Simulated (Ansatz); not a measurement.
**Si64H defect cell, Si65 defect cell: relaxing the atoms and nudged elastic band**

Aim: for Si64H defect cell, Si65 defect cell, 4 runs in a chain (relaxing the atoms and nudged elastic band).

Program: Ansatz 0.2.0. Level of theory: DFT PBE, scalar-relativistic, plane waves, PAW. These are calculated values, not measurements.

## Step 1: The starting structure

It takes space group R-3m (No. 166, trigonal). Conventional cell: a = 15.472 Å, b = 15.472 Å, c = 18.949 Å, α = 90.00°, β = 90.00°, γ = 120.00°. Around Si (site symmetry m) lie 4 Si at 2.37 Å. Si (site symmetry 1) has 4 Si at 2.37 Å as nearest neighbours. Si (site symmetry 3m) is surrounded by 1 H at 1.18 Å. Only part of the 11 independent sites is listed.

The input asks for a charge of +1 e on the cell.

As a file:

```cif
data_structure
_symmetry_space_group_name_H-M 'P 1'
_symmetry_Int_Tables_number 1
_cell_length_a 10.9404
_cell_length_b 10.9404
_cell_length_c 10.9404
_cell_angle_alpha 90.000
_cell_angle_beta 90.000
_cell_angle_gamma 90.000
_cell_volume 1309.47
loop_
_atom_site_label
_atom_site_type_symbol
_atom_site_fract_x
_atom_site_fract_y
_atom_site_fract_z
_atom_site_occupancy
Si1 Si 0.50000 0.00000 0.00000 1
Si2 Si 0.75000 0.25000 0.00000 1
Si3 Si 0.75000 0.00000 0.25000 1
Si4 Si 0.00000 0.00000 0.00000 1
Si5 Si 0.25000 0.25000 0.00000 1
Si6 Si 0.50000 0.50000 0.00000 1
Si7 Si 0.75000 0.75000 0.00000 1
Si8 Si 0.25000 0.00000 0.25000 1
Si9 Si 0.50000 0.25000 0.25000 1
Si10 Si 0.75000 0.50000 0.25000 1
Si11 Si 0.50000 0.00000 0.50000 1
Si12 Si 0.75000 0.25000 0.50000 1
Si13 Si 0.75000 0.00000 0.75000 1
Si14 Si 0.00000 0.50000 0.00000 1
Si15 Si 0.25000 0.75000 0.00000 1
Si16 Si 0.00000 0.25000 0.25000 1
Si17 Si 0.25000 0.50000 0.25000 1
Si18 Si 0.50000 0.75000 0.25000 1
Si19 Si 0.00000 0.00000 0.50000 1
Si20 Si 0.25000 0.25000 0.50000 1
Si21 Si 0.50000 0.50000 0.50000 1
Si22 Si 0.75000 0.75000 0.50000 1
Si23 Si 0.25000 0.00000 0.75000 1
Si24 Si 0.50000 0.25000 0.75000 1
Si25 Si 0.75000 0.50000 0.75000 1
Si26 Si 0.00000 0.75000 0.25000 1
Si27 Si 0.00000 0.50000 0.50000 1
Si28 Si 0.25000 0.75000 0.50000 1
Si29 Si 0.00000 0.25000 0.75000 1
Si30 Si 0.25000 0.50000 0.75000 1
Si31 Si 0.50000 0.75000 0.75000 1
Si32 Si 0.00000 0.75000 0.75000 1
Si33 Si 0.62500 0.12500 0.12500 1
Si34 Si 0.87500 0.37500 0.12500 1
Si35 Si 0.87500 0.12500 0.37500 1
Si36 Si 0.12500 0.12500 0.12500 1
Si37 Si 0.37500 0.37500 0.12500 1
Si38 Si 0.62500 0.62500 0.12500 1
Si39 Si 0.87500 0.87500 0.12500 1
Si40 Si 0.37500 0.12500 0.37500 1
Si41 Si 0.62500 0.37500 0.37500 1
Si42 Si 0.87500 0.62500 0.37500 1
Si43 Si 0.62500 0.12500 0.62500 1
Si44 Si 0.87500 0.37500 0.62500 1
Si45 Si 0.87500 0.12500 0.87500 1
Si46 Si 0.12500 0.62500 0.12500 1
Si47 Si 0.37500 0.87500 0.12500 1
Si48 Si 0.12500 0.37500 0.37500 1
Si49 Si 0.37500 0.62500 0.37500 1
Si50 Si 0.62500 0.87500 0.37500 1
Si51 Si 0.12500 0.12500 0.62500 1
Si52 Si 0.37500 0.37500 0.62500 1
Si53 Si 0.62500 0.62500 0.62500 1
Si54 Si 0.87500 0.87500 0.62500 1
Si55 Si 0.37500 0.12500 0.87500 1
Si56 Si 0.62500 0.37500 0.87500 1
Si57 Si 0.87500 0.62500 0.87500 1
Si58 Si 0.12500 0.87500 0.37500 1
Si59 Si 0.12500 0.62500 0.62500 1
Si60 Si 0.37500 0.87500 0.62500 1
Si61 Si 0.12500 0.37500 0.87500 1
Si62 Si 0.37500 0.62500 0.87500 1
Si63 Si 0.62500 0.87500 0.87500 1
Si64 Si 0.12500 0.87500 0.87500 1
H1 H 0.06250 0.06250 0.06250 1
```

## Step 2: Relaxing the atoms: Si64H defect cell, no spin, charge +1

It takes the final geometry of an earlier run: H added.

Input file input.yaml:

```yaml
crystal:
  lattice:
    - [10.9403657457, 0.0, 0.0]
    - [0.0, 10.9403657457, 0.0]
    - [0.0, 0.0, 10.9403657457]
  atoms:
    - { symbol: Si, position: [0.5, 0.0, 0.0] }
    - { symbol: Si, position: [0.75, 0.25, 0.0] }
    - { symbol: Si, position: [0.75, 0.0, 0.25] }
    - { symbol: Si, position: [0.0, 0.0, 0.0] }
    - { symbol: Si, position: [0.25, 0.25, 0.0] }
    - { symbol: Si, position: [0.5, 0.5, 0.0] }
    - { symbol: Si, position: [0.75, 0.75, 0.0] }
    - { symbol: Si, position: [0.25, 0.0, 0.25] }
    - { symbol: Si, position: [0.5, 0.25, 0.25] }
    - { symbol: Si, position: [0.75, 0.5, 0.25] }
    - { symbol: Si, position: [0.5, 0.0, 0.5] }
    - { symbol: Si, position: [0.75, 0.25, 0.5] }
    - { symbol: Si, position: [0.75, 0.0, 0.75] }
    - { symbol: Si, position: [0.0, 0.5, 0.0] }
    - { symbol: Si, position: [0.25, 0.75, 0.0] }
    - { symbol: Si, position: [0.0, 0.25, 0.25] }
    - { symbol: Si, position: [0.25, 0.5, 0.25] }
    - { symbol: Si, position: [0.5, 0.75, 0.25] }
    - { symbol: Si, position: [0.0, 0.0, 0.5] }
    - { symbol: Si, position: [0.25, 0.25, 0.5] }
    - { symbol: Si, position: [0.5, 0.5, 0.5] }
    - { symbol: Si, position: [0.75, 0.75, 0.5] }
    - { symbol: Si, position: [0.25, 0.0, 0.75] }
    - { symbol: Si, position: [0.5, 0.25, 0.75] }
    - { symbol: Si, position: [0.75, 0.5, 0.75] }
    - { symbol: Si, position: [0.0, 0.75, 0.25] }
    - { symbol: Si, position: [0.0, 0.5, 0.5] }
    - { symbol: Si, position: [0.25, 0.75, 0.5] }
    - { symbol: Si, position: [0.0, 0.25, 0.75] }
    - { symbol: Si, position: [0.25, 0.5, 0.75] }
    - { symbol: Si, position: [0.5, 0.75, 0.75] }
    - { symbol: Si, position: [0.0, 0.75, 0.75] }
    - { symbol: Si, position: [0.625, 0.125, 0.125] }
    - { symbol: Si, position: [0.875, 0.375, 0.125] }
    - { symbol: Si, position: [0.875, 0.125, 0.375] }
    - { symbol: Si, position: [0.125, 0.125, 0.125] }
    - { symbol: Si, position: [0.375, 0.375, 0.125] }
    - { symbol: Si, position: [0.625, 0.625, 0.125] }
    - { symbol: Si, position: [0.875, 0.875, 0.125] }
    - { symbol: Si, position: [0.375, 0.125, 0.375] }
    - { symbol: Si, position: [0.625, 0.375, 0.375] }
    - { symbol: Si, position: [0.875, 0.625, 0.375] }
    - { symbol: Si, position: [0.625, 0.125, 0.625] }
    - { symbol: Si, position: [0.875, 0.375, 0.625] }
    - { symbol: Si, position: [0.875, 0.125, 0.875] }
    - { symbol: Si, position: [0.125, 0.625, 0.125] }
    - { symbol: Si, position: [0.375, 0.875, 0.125] }
    - { symbol: Si, position: [0.125, 0.375, 0.375] }
    - { symbol: Si, position: [0.375, 0.625, 0.375] }
    - { symbol: Si, position: [0.625, 0.875, 0.375] }
    - { symbol: Si, position: [0.125, 0.125, 0.625] }
    - { symbol: Si, position: [0.375, 0.375, 0.625] }
    - { symbol: Si, position: [0.625, 0.625, 0.625] }
    - { symbol: Si, position: [0.875, 0.875, 0.625] }
    - { symbol: Si, position: [0.375, 0.125, 0.875] }
    - { symbol: Si, position: [0.625, 0.375, 0.875] }
    - { symbol: Si, position: [0.875, 0.625, 0.875] }
    - { symbol: Si, position: [0.125, 0.875, 0.375] }
    - { symbol: Si, position: [0.125, 0.625, 0.625] }
    - { symbol: Si, position: [0.375, 0.875, 0.625] }
    - { symbol: Si, position: [0.125, 0.375, 0.875] }
    - { symbol: Si, position: [0.375, 0.625, 0.875] }
    - { symbol: Si, position: [0.625, 0.875, 0.875] }
    - { symbol: Si, position: [0.125, 0.875, 0.875] }
    - { symbol: H, position: [0.0625, 0.0625, 0.0625] }
total_charge: 1
scf:
  occupations: { method: gaussian, width: 0.02 }
output:
  forces: true
  stress: false
  eigenvalues: true
hamiltonian:
  xc: pbe
kpoints:
  mp_grid: { grid: [2, 2, 2], shift: [0.5, 0.5, 0.5] }
relax:
  f_tol: 0.02
  adjacent_minimum: "off"
  escape_saddle: false
```

The run is started by

```
ansatz run input.yaml --threads 4 --pin off --max-ram 14336MiB --backend cpu --events-out ev --progress --plain --runs-dir out
```

The program printed, cut to the lines that bear on the results:

```text
Warning: RAYON_NUM_THREADS=4 ignored (pool sized by the plan → 4); use --threads N
[...]
Pseudopotentials: kind: paw
Pseudopotential: Si, paw, valence charge 4, recommended cutoff 420 eV (normal), Si.paw.azcp
Pseudopotential: H, paw, valence charge 1, recommended cutoff 420 eV (normal), H.paw.azcp
Functional definition: PBE
[...]
Crystal: 65 atoms, lattice volume = 1309.470 Å³
Basis set: ecut = 420 eV, 25677 PW (Γ), exchange–correlation on 150×150×150 points (8 copies of the dense FFT grid, shifted against one another)
Bands: 193, of which v1, the nominal top of the filled ones, is band 128 counted from 1 (127 counted from 0)
Symmetry: 12 space group operations
Space group: R-3m (ITA 166), of the structure as read, at distance tolerance 1.1e-4 Å
[...]
    - { symbol: Si, position: [0.6249927967350396, 0.3748844368408142, 0.8749961842113513] }
    - { symbol: Si, position: [0.8743906041706004, 0.6238661679284667, 0.8743906041706004] }
    - { symbol: Si, position: [0.12414519293424062, 0.8749638782341064, 0.37580613202790264] }
    - { symbol: Si, position: [0.12554722719624228, 0.6241831367704802, 0.6241831367704802] }
    - { symbol: Si, position: [0.3748844368408142, 0.8749961842113513, 0.6249927967350396] }
    - { symbol: Si, position: [0.12414519293424062, 0.37580613202790264, 0.8749638782341064] }
    - { symbol: Si, position: [0.3748844368408142, 0.6249927967350396, 0.8749961842113513] }
    - { symbol: Si, position: [0.6238661679284667, 0.8743906041706004, 0.8743906041706004] }
    - { symbol: Si, position: [0.12731137698720882, 0.8694626375680674, 0.8694626375680674] }
    - { symbol: H, position: [0.0625, 0.0625, 0.0625] }
```

It took 99 s on 4 threads of Intel Xeon at 2.70GHz, shared host; peak memory 3.1 GiB.

Step by step:

```
step  energy from step 1 (eV/cell)  largest force component (eV/Å)
   1                        0.0000                          7.3091
   2                       -2.4261                          3.7503
   3                       -3.8030                          0.9582
   4                       -3.9465                          0.3120
   5                       -3.9741                          0.0284
   6                       -3.9743                          0.0005
```

Step 1 is the start.

## Step 3: Relaxing the atoms

It takes the final geometry of an earlier run: H added.

Edit input.yaml of step 2 so:

```diff
@@ -70,3 +70,3 @@
     - { symbol: Si, position: [0.125, 0.875, 0.875] }
-    - { symbol: H, position: [0.0625, 0.0625, 0.0625] }
+    - { symbol: H, position: [0.0625, -0.0625, -0.0625] }
 total_charge: 1
```

The run is started by

```
ansatz run input.yaml --threads 4 --pin off --max-ram 14336MiB --backend cpu --events-out ev --progress --plain --runs-dir out
```

The program printed, cut to the lines that bear on the results:

```text
Warning: RAYON_NUM_THREADS=4 ignored (pool sized by the plan → 4); use --threads N
[...]
[... 4 set-up lines as earlier in the session ...]
[...]
Crystal: 65 atoms, lattice volume = 1309.470 Å³
[...]
    - { symbol: Si, position: [0.37787056770180083, 0.8734273452159393, 0.6221294322981992] }
    - { symbol: Si, position: [0.1250763933597341, 0.3755172384133778, 0.8749236066402657] }
    - { symbol: Si, position: [0.37787056770180083, 0.6221294322981992, 0.8734273452159393] }
    - { symbol: Si, position: [0.6244827615866222, 0.8749236066402657, 0.8749236066402657] }
    - { symbol: Si, position: [0.1468344070281076, 0.8531655929718923, 0.8531655929718923] }
    - { symbol: H, position: [0.0625, -0.0625, -0.0625] }
```

Wall time 99 s (4 threads of Intel Xeon at 2.70GHz, shared host); peak memory 3.1 GiB.

Relaxation path:

```csv
step,energy from step 1 (eV/cell),largest force component (eV/Å)
1,0.0000,7.3091
2,-2.4261,3.7503
3,-3.8030,0.9582
4,-3.9465,0.3120
5,-3.9741,0.0284
6,-3.9743,0.0005
```

Step 1 is the start.

## Step 4: Nudged elastic band

It takes the final geometry of step 2.

Input file input.yaml:

```yaml
crystal:
  lattice:
    - [10.9403657457, 0.0, 0.0]
    - [0.0, 10.9403657457, 0.0]
    - [0.0, 0.0, 10.9403657457]
  atoms:
    - { symbol: Si, position: [0.5005172446, -7.63931e-05, -7.63931e-05] }
    - { symbol: Si, position: [0.749193868, 0.2500361218, 0.0008548071] }
    - { symbol: Si, position: [0.749193868, 0.0008548071, 0.2500361218] }
    - { symbol: Si, position: [-0.0218343946, -0.0218343946, -0.0218343946] }
    - { symbol: Si, position: [0.2555373624, 0.2555373624, -0.002311377] }
    - { symbol: Si, position: [0.5008168632, 0.5008168632, -0.0005472272] }
    - { symbol: Si, position: [0.7471294329, 0.7471294329, -0.0015726592] }
    - { symbol: Si, position: [0.2555373624, -0.002311377, 0.2555373624] }
    - { symbol: Si, position: [0.5011338321, 0.2506093958, 0.2506093958] }
    - { symbol: Si, position: [0.7501155632, 0.5000072033, 0.2500038158] }
    - { symbol: Si, position: [0.5008168632, -0.0005472272, 0.5008168632] }
    - { symbol: Si, position: [0.7501155632, 0.2500038158, 0.5000072033] }
    - { symbol: Si, position: [0.7471294329, -0.0015726592, 0.7471294329] }
    - { symbol: Si, position: [-7.63931e-05, 0.5005172446, -7.63931e-05] }
    - { symbol: Si, position: [0.2500361218, 0.749193868, 0.0008548071] }
    - { symbol: Si, position: [-0.002311377, 0.2555373624, 0.2555373624] }
    - { symbol: Si, position: [0.2506093958, 0.5011338321, 0.2506093958] }
    - { symbol: Si, position: [0.5000072033, 0.7501155632, 0.2500038158] }
    - { symbol: Si, position: [-7.63931e-05, -7.63931e-05, 0.5005172446] }
    - { symbol: Si, position: [0.2506093958, 0.2506093958, 0.5011338321] }
    - { symbol: Si, position: [0.5001183817, 0.5001183817, 0.5001183817] }
    - { symbol: Si, position: [0.7495122837, 0.7495122837, 0.4993394751] }
    - { symbol: Si, position: [0.2500361218, 0.0008548071, 0.749193868] }
    - { symbol: Si, position: [0.5000072033, 0.2500038158, 0.7501155632] }
    - { symbol: Si, position: [0.7495122837, 0.4993394751, 0.7495122837] }
    - { symbol: Si, position: [0.0008548071, 0.749193868, 0.2500361218] }
    - { symbol: Si, position: [-0.0005472272, 0.5008168632, 0.5008168632] }
    - { symbol: Si, position: [0.2500038158, 0.7501155632, 0.5000072033] }
    - { symbol: Si, position: [0.0008548071, 0.2500361218, 0.749193868] }
    - { symbol: Si, position: [0.2500038158, 0.5000072033, 0.7501155632] }
    - { symbol: Si, position: [0.4993394751, 0.7495122837, 0.7495122837] }
    - { symbol: Si, position: [-0.0015726592, 0.7471294329, 0.7471294329] }
    - { symbol: Si, position: [0.6244827554, 0.1250763931, 0.1250763931] }
    - { symbol: Si, position: [0.8749638782, 0.375806132, 0.1241451929] }
    - { symbol: Si, position: [0.8749638782, 0.1241451929, 0.375806132] }
    - { symbol: Si, position: [0.1468343946, 0.1468343946, 0.1468343946] }
    - { symbol: Si, position: [0.3778705671, 0.3778705671, 0.1265726592] }
    - { symbol: Si, position: [0.6241831368, 0.6241831368, 0.1255472272] }
    - { symbol: Si, position: [0.8694626376, 0.8694626376, 0.127311377] }
    - { symbol: Si, position: [0.3778705671, 0.1265726592, 0.3778705671] }
    - { symbol: Si, position: [0.6256605249, 0.3754877163, 0.3754877163] }
    - { symbol: Si, position: [0.8749961842, 0.6249927967, 0.3748844368] }
    - { symbol: Si, position: [0.6241831368, 0.1255472272, 0.6241831368] }
    - { symbol: Si, position: [0.8749961842, 0.3748844368, 0.6249927967] }
    - { symbol: Si, position: [0.8694626376, 0.127311377, 0.8694626376] }
    - { symbol: Si, position: [0.1250763931, 0.6244827554, 0.1250763931] }
    - { symbol: Si, position: [0.375806132, 0.8749638782, 0.1241451929] }
    - { symbol: Si, position: [0.1265726592, 0.3778705671, 0.3778705671] }
    - { symbol: Si, position: [0.3754877163, 0.6256605249, 0.3754877163] }
    - { symbol: Si, position: [0.6249927967, 0.8749961842, 0.3748844368] }
    - { symbol: Si, position: [0.1250763931, 0.1250763931, 0.6244827554] }
    - { symbol: Si, position: [0.3754877163, 0.3754877163, 0.6256605249] }
    - { symbol: Si, position: [0.6248816183, 0.6248816183, 0.6248816183] }
    - { symbol: Si, position: [0.8743906042, 0.8743906042, 0.6238661679] }
    - { symbol: Si, position: [0.375806132, 0.1241451929, 0.8749638782] }
    - { symbol: Si, position: [0.6249927967, 0.3748844368, 0.8749961842] }
    - { symbol: Si, position: [0.8743906042, 0.6238661679, 0.8743906042] }
    - { symbol: Si, position: [0.1241451929, 0.8749638782, 0.375806132] }
    - { symbol: Si, position: [0.1255472272, 0.6241831368, 0.6241831368] }
    - { symbol: Si, position: [0.3748844368, 0.8749961842, 0.6249927967] }
    - { symbol: Si, position: [0.1241451929, 0.375806132, 0.8749638782] }
    - { symbol: Si, position: [0.3748844368, 0.6249927967, 0.8749961842] }
    - { symbol: Si, position: [0.6238661679, 0.8743906042, 0.8743906042] }
    - { symbol: Si, position: [0.127311377, 0.8694626376, 0.8694626376] }
    - { symbol: H, position: [0.0625, 0.0625, 0.0625] }
total_charge: 1
scf:
  occupations: { method: gaussian, width: 0.02 }
output:
  forces: true
  stress: false
  eigenvalues: true
hamiltonian:
  xc: pbe
kpoints:
  mp_grid: { grid: [2, 2, 2], shift: [0.5, 0.5, 0.5] }
neb:
  images: 3
  f_tol: 0.04
  final_atoms:
    - { symbol: Si, position: [0.5005172384, 7.63934e-05, 7.63934e-05] }
    - { symbol: Si, position: [0.7471294323, 0.2528705677, 0.0015726548] }
    - { symbol: Si, position: [0.7471294323, 0.0015726548, 0.2528705677] }
    - { symbol: Si, position: [-0.021834407, 0.021834407, 0.021834407] }
    - { symbol: Si, position: [0.2500361121, 0.2508061184, -0.0008548118] }
    - { symbol: Si, position: [0.5008168672, 0.4991831328, 0.0005472303] }
    - { symbol: Si, position: [0.7491938816, 0.7499638879, -0.0008548118] }
    - { symbol: Si, position: [0.2500361121, -0.0008548118, 0.2508061184] }
    - { symbol: Si, position: [0.4993394666, 0.250487721, 0.250487721] }
    - { symbol: Si, position: [0.749512279, 0.5006605334, 0.250487721] }
    - { symbol: Si, position: [0.5008168672, 0.0005472303, 0.4991831328] }
    - { symbol: Si, position: [0.749512279, 0.250487721, 0.5006605334] }
    - { symbol: Si, position: [0.7491938816, -0.0008548118, 0.7499638879] }
    - { symbol: Si, position: [-7.63934e-05, 0.4994827616, 7.63934e-05] }
    - { symbol: Si, position: [0.2555373599, 0.7444626401, 0.0023113791] }
    - { symbol: Si, position: [-0.0015726548, 0.2528705677, 0.2528705677] }
    - { symbol: Si, position: [0.2500038065, 0.499992804, 0.2498844254] }
    - { symbol: Si, position: [0.500007196, 0.7499961935, 0.2498844254] }
    - { symbol: Si, position: [-7.63934e-05, 7.63934e-05, 0.4994827616] }
    - { symbol: Si, position: [0.2500038065, 0.2498844254, 0.499992804] }
    - { symbol: Si, position: [0.5001183849, 0.4998816151, 0.4998816151] }
    - { symbol: Si, position: [0.7501155746, 0.7499961935, 0.499992804] }
    - { symbol: Si, position: [0.2555373599, 0.0023113791, 0.7444626401] }
    - { symbol: Si, position: [0.500007196, 0.2498844254, 0.7499961935] }
    - { symbol: Si, position: [0.7501155746, 0.499992804, 0.7499961935] }
    - { symbol: Si, position: [0.0008548118, 0.7499638879, 0.2508061184] }
    - { symbol: Si, position: [-0.0005472303, 0.4991831328, 0.4991831328] }
    - { symbol: Si, position: [0.2506093964, 0.7493906036, 0.4988661592] }
    - { symbol: Si, position: [0.0008548118, 0.2508061184, 0.7499638879] }
    - { symbol: Si, position: [0.2506093964, 0.4988661592, 0.7493906036] }
    - { symbol: Si, position: [0.5011338408, 0.7493906036, 0.7493906036] }
    - { symbol: Si, position: [-0.0023113791, 0.7444626401, 0.7444626401] }
    - { symbol: Si, position: [0.6238661592, 0.1256093964, 0.1256093964] }
    - { symbol: Si, position: [0.8743906036, 0.3761338408, 0.1256093964] }
    - { symbol: Si, position: [0.8743906036, 0.1256093964, 0.3761338408] }
    - { symbol: Si, position: [0.1273113791, 0.1305373599, 0.1305373599] }
    - { symbol: Si, position: [0.3748844254, 0.375007196, 0.1250038065] }
    - { symbol: Si, position: [0.624992804, 0.6251155746, 0.1250038065] }
    - { symbol: Si, position: [0.8694626401, 0.8726886209, 0.1305373599] }
    - { symbol: Si, position: [0.3748844254, 0.1250038065, 0.375007196] }
    - { symbol: Si, position: [0.6248816151, 0.3751183849, 0.3751183849] }
    - { symbol: Si, position: [0.8749961935, 0.6251155746, 0.375007196] }
    - { symbol: Si, position: [0.624992804, 0.1250038065, 0.6251155746] }
    - { symbol: Si, position: [0.8749961935, 0.375007196, 0.6251155746] }
    - { symbol: Si, position: [0.8694626401, 0.1305373599, 0.8726886209] }
    - { symbol: Si, position: [0.1241451882, 0.6241938816, 0.1250361121] }
    - { symbol: Si, position: [0.3758061184, 0.8758548118, 0.1250361121] }
    - { symbol: Si, position: [0.1255472303, 0.3758168672, 0.3758168672] }
    - { symbol: Si, position: [0.375487721, 0.624512279, 0.3743394666] }
    - { symbol: Si, position: [0.6241831328, 0.8744527697, 0.3758168672] }
    - { symbol: Si, position: [0.1241451882, 0.1250361121, 0.6241938816] }
    - { symbol: Si, position: [0.375487721, 0.3743394666, 0.624512279] }
    - { symbol: Si, position: [0.6256605334, 0.624512279, 0.624512279] }
    - { symbol: Si, position: [0.8749638879, 0.8758548118, 0.6241938816] }
    - { symbol: Si, position: [0.3758061184, 0.1250361121, 0.8758548118] }
    - { symbol: Si, position: [0.6241831328, 0.3758168672, 0.8744527697] }
    - { symbol: Si, position: [0.8749638879, 0.6241938816, 0.8758548118] }
    - { symbol: Si, position: [0.1250763934, 0.8749236066, 0.3755172384] }
    - { symbol: Si, position: [0.1265726548, 0.6221294323, 0.6221294323] }
    - { symbol: Si, position: [0.3778705677, 0.8734273452, 0.6221294323] }
    - { symbol: Si, position: [0.1250763934, 0.3755172384, 0.8749236066] }
    - { symbol: Si, position: [0.3778705677, 0.6221294323, 0.8734273452] }
    - { symbol: Si, position: [0.6244827616, 0.8749236066, 0.8749236066] }
    - { symbol: Si, position: [0.146834407, 0.853165593, 0.853165593] }
    - { symbol: H, position: [0.0625, -0.0625, -0.0625] }
```

The run is started by

```
ansatz run input.yaml --threads 4 --pin off --max-ram 14336MiB --backend cpu --events-out ev --progress --plain --runs-dir out
```

The program printed, cut to the lines that bear on the results:

```text
Warning: neb: disabling space-group detection — the band's intermediate images generally break the endpoint symmetry, so no spatial operation reduces the k-mesh or symmetrises the density, except that a semilocal band can use its path's symmetry ahead of convergence; time reversal is [...]
Warning: RAYON_NUM_THREADS=4 ignored (pool sized by the plan → 4); use --threads N
[...]
[... 4 set-up lines as earlier in the session ...]
[...]
Symmetry: 1 space group operations
k-points: 4 of 8 (time reversal used)
[...]
SCF iter   1: F=—  HF=-40712.728935 eV  |F-HF|=—  |Δ(HF+E_count)|=         —  Δρ=1.44e-3  dr2=7.37e-2  ethr=1.77e-3  ⟨swp⟩=6.0  Hψ=3551  notcnv=0  defer=180
[...]
NEB image 4
[...]
NEB end point (image 0): max|allowed force component| = 5.127e-4 eV/Å (the criterion of neb.relax_end_points is 1.000e-2)
NEB end point (image 4): max|allowed force component| = 5.129e-4 eV/Å (the criterion of neb.relax_end_points is 1.000e-2)
NEB image 1
Symmetry: 2 space group operations
[...]
SCF iter   8: F=-40710.055416 eV  HF=-40710.055416 eV  |F-HF|=8.47e-9  |Δ(HF+E_count)|=   3.61e-8  Δρ=5.85e-7  dr2=1.80e-8  ethr=3.91e-11  ⟨swp⟩=16.3  Hψ=3742  notcnv=0
[...]
NEB image 2
```

[end of part 1 of 3]
